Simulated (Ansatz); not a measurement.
# Dielectric response of CaSe (001) films, part 3 of 5

Wanted: ε of rocksalt CaSe (001) by finite fields on slabs, and the band edges against the vacuum where run.

Ansatz 0.2.0; plane-wave DFT, PBE, Ansatz PAW (set soft_1); PAW set soft_1 (the session's first sound run).

So far, gap on the k-mesh (eV): step 2 (relaxation, 6 atoms, units 3) 2.26; step 4 (applied field, field 0.1 V/Å) 2.25; step 5 (applied field, field -0.1 V/Å) 2.25; step 7 (field 0.05 V/Å, other threshold, other force threshold) 2.26; step 8 (field -0.05 V/Å, other threshold, other force threshold) 2.26.

### 10. Relaxing the film, 10 atoms, units 5

This step: plane-wave DFT, PBE, Ansatz PAW (set soft_1); PAW set soft_1 (Ansatz 0.2.0).

System of this step: CaSe (001), 5 units. The cell holds 10 atoms: 5 Ca and 5 Se. Cell: a = 4.186 Å, b = 4.186 Å, c = 29.840 Å, α = 90.0°, β = 90.0°, γ = 90.0°. It derives from CaSe (rocksalt CaSe). Vacuum lies along c.

The next thickness, treated alike, so that differences show the interior and the faces cancel.

Contents of input.yaml:

```yaml
crystal:
  lattice:
    - [4.18607214, 0.0, 0.0]
    - [0.0, 4.18607214, 0.0]
    - [0.0, 0.0, 29.84]
  atoms:
    - { symbol: Ca, position: [0.5, 0.5, 0.3016085791] }
    - { symbol: Se, position: [0.0, 0.0, 0.3016085791] }
    - { symbol: Ca, position: [0.0, 0.0, 0.4008042895] }
    - { symbol: Se, position: [0.5, 0.5, 0.4008042895] }
    - { symbol: Ca, position: [0.5, 0.5, 0.5] }
    - { symbol: Se, position: [0.0, 0.0, 0.5] }
    - { symbol: Ca, position: [0.0, 0.0, 0.5991957105] }
    - { symbol: Se, position: [0.5, 0.5, 0.5991957105] }
    - { symbol: Ca, position: [0.5, 0.5, 0.6983914209] }
    - { symbol: Se, position: [0.0, 0.0, 0.6983914209] }
kpoints:
  mp_grid: { grid: [6, 6, 1] }
hamiltonian:
  xc: pbe
  pseudopotentials: { kind: paw, azcp: { folder: soft_1 } }
scf:
  occupations: { method: fixed }
  convergence: { dr2_threshold: 1.0e-09 }
efield:
  axis: 3
  dipole_correction: true
  ramp_position: 0.97
  ramp_width: 0.06
relax:
  f_tol: 0.003
  max_steps: 100
output:
  write_potential: true
  write_density: true
  volumetric_format: npy
```

Command:

```bash
ansatz run input.yaml --threads 4 --pin off --max-ram 8192MiB --backend cpu --events-out ev --progress --plain --runs-dir out
```

Numbers of over 12 decimals in the logs are rounded to 6 here.

Log:

```text
[...]
Crystal: 10 atoms, lattice volume = 522.892 Å³
Basis set: ecut = 420 eV, 10107 PW (Γ), exchange–correlation on 60×60×400 points (8 copies of the dense FFT grid, shifted against one another)
Bands: 78, of which v1, the nominal top of the filled ones, is band 65 counted from 1 (64 counted from 0)
Symmetry: 8 space group operations
k-points: 10 of 36
[...]
- { symbol: Se, position: [0, 0.0, 0.298198] }
    - { symbol: Ca, position: [0, 0.0, 0.399107] }
    - { symbol: Se, position: [0.5, 0.5, 0.400486] }
    - { symbol: Ca, position: [0.5, 0.5, 0.500000] }
    - { symbol: Se, position: [0, 0.0, 0.500000] }
    - { symbol: Ca, position: [0, 0.0, 0.600893] }
    - { symbol: Se, position: [0.5, 0.5, 0.599514] }
    - { symbol: Ca, position: [0.5, 0.5, 0.696863] }
    - { symbol: Se, position: [0, 0.0, 0.701802] }
[key lines of the parts left out:]
SCF converged after 7 iterations
Free energy (F): -36449.275751 eV
Fermi energy:    0.982389 eV
Dipole field:    D = -0.000001 V/Å  (p = -0.000002 e·Å, saw-weighted, corrected)
Work function:   Φ+ = 4.7938 eV   Φ− = 4.7938 eV
```

Run time: 76 s. Hardware: 4 threads of Arm Neoverse N1, shared host; peak memory 1.2 GiB.

Step by step:

| step | energy less that of the first step (eV) | largest force component (eV/Å) |
| --- | --- | --- |
| 1 | 0.0000 | 0.3710 |
| 2 | 0.0251 | 0.4745 |
| 3 | -0.0566 | 0.0149 |
| 4 | -0.0568 | 0.0020 |

Relaxation step 2 was tried and not accepted.

Forces are held to the 8 operations that the run works with; a distortion that breaks them can't arise in this run.

The atoms that moved most (Å):

| atom | dx | dy | dz | length |
| --- | --- | --- | --- | --- |
| Se2 | 0.000 | 0.000 | -0.102 | 0.102 |
| Se10 | 0.000 | 0.000 | 0.102 | 0.102 |
| Ca7 | 0.000 | 0.000 | 0.051 | 0.051 |
| Ca3 | 0.000 | 0.000 | -0.051 | 0.051 |
| Ca1 | 0.000 | 0.000 | 0.046 | 0.046 |
| Ca9 | 0.000 | 0.000 | -0.046 | 0.046 |
| Se4 | 0.000 | 0.000 | -0.010 | 0.010 |
| Se8 | 0.000 | 0.000 | 0.010 | 0.010 |

The relaxation took 4 steps and lowered the energy by 0.057 eV; the largest force on the free atoms ends at 0.0020 eV/Å.

The gap is 2.17 eV, with the valence edge 4.79 eV and the conduction edge 2.63 eV under the upper vacuum level.

### 11. Single point on the relaxed film, 10 atoms, units 5

The next thickness, treated alike, so that differences show the interior and the faces cancel.

input.yaml, the sections that differ from step 10:

```yaml
crystal:
  lattice:
    - [4.18607214, 0.0, 0.0]
    - [0.0, 4.18607214, 0.0]
    - [0.0, 0.0, 29.84]
  atoms:
    - { symbol: Ca, position: [0.5, 0.5, 0.303136729] }
    - { symbol: Se, position: [0.0, 0.0, 0.2981978733] }
    - { symbol: Ca, position: [0.0, 0.0, 0.3991070123] }
    - { symbol: Se, position: [0.5, 0.5, 0.4004855706] }
    - { symbol: Ca, position: [0.5, 0.5, 0.4999999996] }
    - { symbol: Se, position: [0.0, 0.0, 0.4999999998] }
    - { symbol: Ca, position: [0.0, 0.0, 0.6008929891] }
    - { symbol: Se, position: [0.5, 0.5, 0.5995144292] }
    - { symbol: Ca, position: [0.5, 0.5, 0.6968632717] }
    - { symbol: Se, position: [0.0, 0.0, 0.7018021255] }
output:
  eigenvalues: true
  write_potential: true
  write_density: true
  volumetric_format: npy
  elf: true
# kpoints, hamiltonian, scf, efield: as in step 10
# relax: removed
```

Log:

```text
[...]
Crystal: 10 atoms, lattice volume = 522.892 Å³
Basis set: ecut = 420 eV, 10107 PW (Γ)
Bands: 78, of which v1, the nominal top of the filled ones, is band 65 counted from 1 (64 counted from 0)
Symmetry: 8 space group operations
k-points: 10 of 36
[...]
k-point 0: bands = [... 61 lower, 0.8667, 0.8667, 0.9824, 0.9824, 3.1492, 3.3683, 3.7886, 4.0263, ... 9 higher]
  k-point 1: bands = [... 61 lower, 0.4633, 0.6297, 0.6510, 0.7208, 3.7832, 3.9549, 4.2553, 4.3980, ... 9 higher]
  k-point 2: bands = [... 61 lower, 0.2122, 0.2404, 0.2912, 0.3054, 4.6160, 4.6862, 5.0287, 5.0298, ... 9 higher]
  k-point 9: bands = [... 61 lower, -0.0711, -0.0711, 0.4102, 0.5188, 3.3184, 3.3184, 4.0338, 4.0338, ... 9 higher]
[key lines of the parts left out:]
SCF converged after 11 iterations
Free energy (F): -36449.275717 eV
Fermi energy:    0.982394 eV
Dipole field:    D = -0.000015 V/Å  (p = -0.000042 e·Å, saw-weighted, corrected)
Work function:   Φ+ = 4.7940 eV   Φ− = 4.7935 eV
```

Wall time 32 s (4 threads); peak memory 1.2 GiB; 2 min of CPU time.

The gap is 2.17 eV, with the valence edge 4.79 eV and the conduction edge 2.63 eV under the upper vacuum level.

### 12. Single point, 10 atoms, units 5, field 0.1 V/Å

input.yaml: that of step 11 with these lines changed.

```diff
@@ -23,3 +23,3 @@
   occupations: { method: fixed }
-  convergence: { dr2_threshold: 1.0e-09 }
+  convergence: { dr2_threshold: 1.0e-10 }
 efield:
@@ -29,4 +29,4 @@
   ramp_width: 0.06
+  amplitude: 0.1
 output:
-  eigenvalues: true
   write_potential: true
@@ -34,2 +34 @@
   volumetric_format: npy
-  elf: true
```

Log:

```text
[...]
Crystal: 10 atoms, lattice volume = 522.892 Å³
Basis set: ecut = 420 eV, 10107 PW (Γ)
Bands: 78, of which v1, the nominal top of the filled ones, is band 65 counted from 1 (64 counted from 0)
Symmetry: 8 space group operations
k-points: 10 of 36
[...]
k-point 0: bands = [... 61 lower, 0.8421, 0.8421, 1.0230, 1.0230, 3.1344, 3.3750, 3.7876, 3.9659, ... 9 higher]
  k-point 1: bands = [... 61 lower, 0.4516, 0.6086, 0.6420, 0.7786, 3.7636, 3.9623, 4.2132, 4.3525, ... 9 higher]
  k-point 2: bands = [... 61 lower, 0.1576, 0.2050, 0.3090, 0.3967, 4.5163, 4.7712, 4.9914, 5.0558, ... 9 higher]
  k-point 9: bands = [... 61 lower, -0.0578, -0.0578, 0.3511, 0.5783, 3.3124, 3.3124, 4.0358, 4.0358, ... 9 higher]
[key lines of the parts left out:]
SCF converged after 13 iterations
Free energy (F): -36449.281925 eV
Fermi energy:    1.022957 eV
Dipole field:    D = 0.042970 V/Å  (p = 0.124169 e·Å, saw-weighted, corrected)
```

Run time: 32 s. Hardware: 4 threads; peak memory 1.2 GiB; 2.1 min of CPU time.

The dipole is 0.124 e·Å, and the gap on the mesh 2.111 eV.

### 13. Single point, 10 atoms, units 5, field -0.1 V/Å

input.yaml: that of step 12 with these lines changed.

```diff
@@ -29,3 +29,3 @@
   ramp_width: 0.06
-  amplitude: 0.1
+  amplitude: -0.1
 output:
```

Log:

```text
[...]
Crystal: 10 atoms, lattice volume = 522.892 Å³
Basis set: ecut = 420 eV, 10107 PW (Γ)
Bands: 78, of which v1, the nominal top of the filled ones, is band 65 counted from 1 (64 counted from 0)
Symmetry: 8 space group operations
k-points: 10 of 36
[...]
k-point 0: bands = [... 61 lower, 0.8421, 0.8421, 1.0230, 1.0230, 3.1344, 3.3750, 3.7876, 3.9659, ... 9 higher]
  k-point 1: bands = [... 61 lower, 0.4516, 0.6086, 0.6420, 0.7786, 3.7636, 3.9623, 4.2132, 4.3525, ... 9 higher]
  k-point 2: bands = [... 61 lower, 0.1576, 0.2050, 0.3090, 0.3967, 4.5163, 4.7712, 4.9914, 5.0558, ... 9 higher]
  k-point 9: bands = [... 61 lower, -0.0578, -0.0578, 0.3511, 0.5783, 3.3124, 3.3124, 4.0358, 4.0358, ... 9 higher]
[key lines of the parts left out:]
SCF converged after 13 iterations
Free energy (F): -36449.281925 eV
Fermi energy:    1.022957 eV
Dipole field:    D = -0.042970 V/Å  (p = -0.124169 e·Å, saw-weighted, corrected)
```

The job ended after 31 s (4 threads; peak memory 1.2 GiB).

The dipole is -0.124 e·Å, and the gap on the mesh 2.111 eV.

### 14. Response with the atoms held, 10 atoms, units 5

This step: plane-wave DFT, PBE, Ansatz PAW (set soft_1); response to a field along the normal, atoms held; PAW set soft_1 (Ansatz 0.2.0).

Local field over the applied field, running mean. From the potentials at -0.1 and 0.1 V/Å; running mean over 2.96 Å, taken twice. The local field over applied field by z:

z (Å), local field over applied field and a bar from the least value:
```
        5      0.957 ##############################
        6      0.845 #########################
        7      0.639 ##################
        8      0.401 #########
        9      0.234 ###
       10      0.169 
       11      0.168 
       12      0.175 
       13      0.179 
       14      0.177 
       15      0.177 
       16      0.178 
       17      0.179 
       18      0.174 
       19      0.167 
       20      0.173 
       21      0.253 ###
       22      0.436 ##########
       23      0.677 ###################
       24      0.870 ##########################
       25      0.966 ##############################
```

The induced dipole is that of a conductor 12.82 Å thick.

### 15. Field on, atoms free, 10 atoms, units 5, field 0.05 V/Å

This step: plane-wave DFT, PBE, Ansatz PAW (set soft_1); PAW set soft_1 (Ansatz 0.2.0).

The same pair of relaxations in the field for this thickness.

input.yaml: that of step 13 with these lines changed.

```diff
@@ -29,3 +29,6 @@
   ramp_width: 0.06
-  amplitude: -0.1
+  amplitude: 0.05
+relax:
+  f_tol: 0.0006
+  max_steps: 70
 output:
```

Log:

```text
[...]
Crystal: 10 atoms, lattice volume = 522.892 Å³
Basis set: ecut = 420 eV, 10107 PW (Γ), exchange–correlation on 60×60×400 points (8 copies of the dense FFT grid, shifted against one another)
Bands: 78, of which v1, the nominal top of the filled ones, is band 65 counted from 1 (64 counted from 0)
Symmetry: 8 space group operations
k-points: 10 of 36
[...]
- { symbol: Se, position: [0, 0.0, 0.298047] }
    - { symbol: Ca, position: [0, 0.0, 0.399140] }
    - { symbol: Se, position: [0.5, 0.5, 0.400434] }
    - { symbol: Ca, position: [0.5, 0.5, 0.500076] }
    - { symbol: Se, position: [0, 0.0, 0.499933] }
    - { symbol: Ca, position: [0, 0.0, 0.600958] }
    - { symbol: Se, position: [0.5, 0.5, 0.599516] }
    - { symbol: Ca, position: [0.5, 0.5, 0.696984] }
    - { symbol: Se, position: [0, 0.0, 0.701718] }
[key lines of the parts left out:]
SCF converged after 6 iterations
Free energy (F): -36449.277519 eV
Fermi energy:    0.984077 eV
Dipole field:    D = 0.024438 V/Å  (p = 0.070618 e·Å, saw-weighted, corrected)
```

Elapsed: 69 s, on 4 threads; peak memory 1.2 GiB.

No atom moved by 0.005 Å in the relaxation.

The relaxation took 4 steps and lowered the energy by 2.2e-4 eV; the largest force on the free atoms ends at 2.4e-4 eV/Å.

The dipole is 0.0706 e·Å, and the gap on the mesh 2.164 eV.

### 16. Field on, atoms free, 10 atoms, units 5, field -0.05 V/Å

The opposite sign, again from the field-free geometry; the difference of the two cancels what relaxes without a field.

input.yaml: that of step 15 with these lines changed.

```diff
@@ -29,3 +29,3 @@
   ramp_width: 0.06
-  amplitude: 0.05
+  amplitude: -0.05
 relax:
```

Log:

```text
[...]
Crystal: 10 atoms, lattice volume = 522.892 Å³
Basis set: ecut = 420 eV, 10107 PW (Γ), exchange–correlation on 60×60×400 points (8 copies of the dense FFT grid, shifted against one another)
Bands: 78, of which v1, the nominal top of the filled ones, is band 65 counted from 1 (64 counted from 0)
Symmetry: 8 space group operations
k-points: 10 of 36
[...]
- { symbol: Se, position: [0, 0.0, 0.298282] }
    - { symbol: Ca, position: [0, 0.0, 0.399042] }
    - { symbol: Se, position: [0.5, 0.5, 0.400484] }
    - { symbol: Ca, position: [0.5, 0.5, 0.499924] }
    - { symbol: Se, position: [0, 0.0, 0.500067] }
    - { symbol: Ca, position: [0, 0.0, 0.600860] }
    - { symbol: Se, position: [0.5, 0.5, 0.599566] }
    - { symbol: Ca, position: [0.5, 0.5, 0.696807] }
    - { symbol: Se, position: [0, 0.0, 0.701953] }
[key lines of the parts left out:]
SCF converged after 6 iterations
Free energy (F): -36449.277519 eV
Fermi energy:    0.984077 eV
Dipole field:    D = -0.024438 V/Å  (p = -0.070618 e·Å, saw-weighted, corrected)
```

Elapsed: 69 s, on 4 threads; peak memory 1.2 GiB; 4.5 min of CPU time.

Hardly anything moved in the relaxation; the energy changed by under 0.2 meV an atom.

The relaxation took 4 steps and lowered the energy by 2.2e-4 eV; the largest force on the free atoms ends at 2.4e-4 eV/Å.

The dipole is -0.0706 e·Å, and the gap on the mesh 2.164 eV.

### 17. Response with the atoms relaxed, 10 atoms, units 5

This step: plane-wave DFT, PBE, Ansatz PAW (set soft_1); response to a field along the normal, atoms relaxed; PAW set soft_1 (Ansatz 0.2.0).

Local field over the applied field, running mean. From the potentials at -0.05 and 0.05 V/Å; running mean over 2.96 Å, taken twice. Local field over applied field against z:

| z (Å) | local field over applied field |
| --- | --- |
| 4.5 | 0.979 |
| 5.0 | 0.947 |
| 5.5 | 0.896 |
| 6.0 | 0.837 |
| 6.5 | 0.718 |
| 7.0 | 0.582 |
| 7.5 | 0.436 |
| 8.0 | 0.312 |
| 8.5 | 0.202 |
| 9.0 | 0.0884 |
| 9.5 | 0.0528 |
| 10.0 | 0.0345 |
| 10.5 | 0.0432 |
| 11.0 | 0.0502 |
| 11.5 | 0.0603 |
| 12.0 | 0.0885 |
| 12.5 | 0.0893 |
| 13.0 | 0.0928 |
| 13.5 | 0.0854 |
| 14.0 | 0.0796 |
| 14.5 | 0.0734 |
| 15.0 | 0.0643 |
| 15.5 | 0.0776 |
| 16.0 | 0.0802 |
| 16.5 | 0.0884 |
| 17.0 | 0.0926 |
| 17.5 | 0.0896 |
| 18.0 | 0.0826 |
| 18.5 | 0.0521 |
| 19.0 | 0.0502 |
| 19.5 | 0.0390 |
| 20.0 | 0.0374 |
| 20.5 | 0.0600 |
| 21.0 | 0.116 |
| 21.5 | 0.242 |
| 22.0 | 0.346 |
| 22.5 | 0.483 |
| 23.0 | 0.626 |
| 23.5 | 0.761 |
| 24.0 | 0.862 |
| 24.5 | 0.910 |
| 25.0 | 0.961 |
| 25.5 | 0.985 |

The induced dipole is that of a conductor 14.58 Å thick.

### 18. Relaxation, 16 atoms, units 8

This step: plane-wave DFT, PBE, Ansatz PAW (set soft_1); PAW set soft_1 (Ansatz 0.2.0).

System of this step: CaSe (001), 8 units. The cell holds 16 atoms: 8 Ca and 8 Se. Its edges and angles: a = 4.186 Å, b = 4.186 Å, c = 38.720 Å, α = 90.0°, β = 90.0°, γ = 90.0°. It derives from CaSe (rocksalt CaSe). Vacuum lies along c.

The next thickness, treated alike, so that differences show the interior and the faces cancel.

Contents of input.yaml:

```yaml
crystal:
  lattice:
    - [4.18607214, 0.0, 0.0]
    - [0.0, 4.18607214, 0.0]
    - [0.0, 0.0, 38.72]
  atoms:
    - { symbol: Ca, position: [0.5, 0.5, 0.2324380165] }
    - { symbol: Se, position: [0.0, 0.0, 0.2324380165] }
    - { symbol: Ca, position: [0.0, 0.0, 0.3088842975] }
    - { symbol: Se, position: [0.5, 0.5, 0.3088842975] }
    - { symbol: Ca, position: [0.5, 0.5, 0.3853305785] }
    - { symbol: Se, position: [0.0, 0.0, 0.3853305785] }
    - { symbol: Ca, position: [0.0, 0.0, 0.4617768595] }
    - { symbol: Se, position: [0.5, 0.5, 0.4617768595] }
    - { symbol: Ca, position: [0.5, 0.5, 0.5382231405] }
    - { symbol: Se, position: [0.0, 0.0, 0.5382231405] }
    - { symbol: Ca, position: [0.0, 0.0, 0.6146694215] }
    - { symbol: Se, position: [0.5, 0.5, 0.6146694215] }
    - { symbol: Ca, position: [0.5, 0.5, 0.6911157025] }
    - { symbol: Se, position: [0.0, 0.0, 0.6911157025] }
    - { symbol: Ca, position: [0.0, 0.0, 0.7675619835] }
    - { symbol: Se, position: [0.5, 0.5, 0.7675619835] }
kpoints:
  mp_grid: { grid: [6, 6, 1] }
hamiltonian:
  xc: pbe
  pseudopotentials: { kind: paw, azcp: { folder: soft_1 } }
scf:
  occupations: { method: fixed }
  convergence: { dr2_threshold: 1.0e-09 }
efield:
  axis: 3
  dipole_correction: true
  ramp_position: 0.97
  ramp_width: 0.06
relax:
  f_tol: 0.003
  max_steps: 100
output:
  write_potential: true
  write_density: true
  volumetric_format: npy
```

Log:

```text
[...]
Crystal: 16 atoms, lattice volume = 678.498 Å³
Basis set: ecut = 420 eV, 13137 PW (Γ), exchange–correlation on 60×60×540 points (8 copies of the dense FFT grid, shifted against one another)
Bands: 125, of which v1, the nominal top of the filled ones, is band 104 counted from 1 (103 counted from 0)
Symmetry: 8 space group operations
k-points: 10 of 36
[...]
- { symbol: Ca, position: [0.5, 0.5, 0.538648] }
    - { symbol: Se, position: [0, 0.0, 0.538485] }
    - { symbol: Ca, position: [0, 0.0, 0.615452] }
    - { symbol: Se, position: [0.5, 0.5, 0.615838] }
    - { symbol: Ca, position: [0.5, 0.5, 0.693506] }
    - { symbol: Se, position: [0, 0.0, 0.692329] }
    - { symbol: Ca, position: [0, 0.0, 0.767376] }
    - { symbol: Se, position: [0.5, 0.5, 0.771241] }
[key lines of the parts left out:]
SCF converged after 8 iterations
Free energy (F): -58319.315009 eV
Fermi energy:    2.334825 eV
Dipole field:    D = 0.000001 V/Å  (p = 0.000002 e·Å, saw-weighted, corrected)
Work function:   Φ+ = 4.7877 eV   Φ− = 4.7877 eV
```

Elapsed: 3.9 min, on 4 threads; peak memory 2 GiB.

The steps of the relaxation:

| step | energy less that of the first step (eV) | largest force component (eV/Å) |
| --- | --- | --- |
| 1 | 0.0000 | 0.3710 |
| 2 | 0.0069 | 0.4305 |
| 3 | -0.0587 | 0.0317 |
| 4 | -0.0613 | 0.0045 |
| 5 | -0.0614 | 0.0016 |

Relaxation step 2 was tried and not accepted.

Forces are held to the 8 operations that the run works with; a distortion that breaks them can't arise in this run.

The atoms that moved most (Å):

| atom | dx | dy | dz | length |
| --- | --- | --- | --- | --- |
| Se2 | 0.000 | 0.000 | -0.142 | 0.142 |
| Se16 | 0.000 | 0.000 | 0.142 | 0.142 |
| Ca3 | 0.000 | 0.000 | -0.093 | 0.093 |
| Ca13 | 0.000 | 0.000 | 0.093 | 0.093 |
| Se14 | 0.000 | 0.000 | 0.047 | 0.047 |
| Se4 | 0.000 | 0.000 | -0.047 | 0.047 |
| Se12 | 0.000 | 0.000 | 0.045 | 0.045 |
| Se6 | 0.000 | 0.000 | -0.045 | 0.045 |

Running mean over 2.96 Å of the planar mean; the ramp of the sawtooth is left out. The electron's electrostatic potential energy less the highest filled level by z:

z (Å), electron's electrostatic potential energy less the highest filled level (eV) and a bar from the least value:
```
        4       4.79 ##############################
        5       4.78 ##############################
        6       4.65 #############################
        7       3.17 #######################
        8      -0.69 ######
        9      -1.90 #
       10      -2.04 
       11      -2.06 
       12      -2.01 
       13      -1.85 #
       14      -1.89 #
       15      -1.97 #
       16      -1.91 #
       17      -1.94 #
       18      -1.98 #
       19      -1.89 #
       20      -1.92 #
       21      -1.99 #
       22      -1.92 #
       23      -1.93 #
       24      -1.96 #
       25      -1.83 #
       26      -1.91 #
       27      -2.02 
       28      -2.12 
       29      -1.96 #
       30      -1.81 #
       31       0.34 ###########
       32       3.92 ##########################
       33       4.72 ##############################
       34       4.78 ##############################
       35       4.79 ##############################
```

The relaxation took 5 steps and lowered the energy by 0.061 eV; the largest force on the free atoms ends at 0.0016 eV/Å.

The gap is 2.11 eV, with the valence edge 4.79 eV and the conduction edge 2.67 eV under the upper vacuum level.

[end of part 3 of 5]

[Logs are printed without paths, hosts, clocks, repeated set-up lines and the standing remarks that a program may print on its own settings, such as how far it seeks lower states.]

[Hosts, paths, dates, database ids (printed as entryN), source tags and the programs' standing remarks are cut or masked in the printed files.]

[Maps of the electrostatic potential energy from Ansatz leave out the sawtooth potential of an applied field or a dipole correction, so their vacuum need not be flat; planar profiles and work functions include it.]
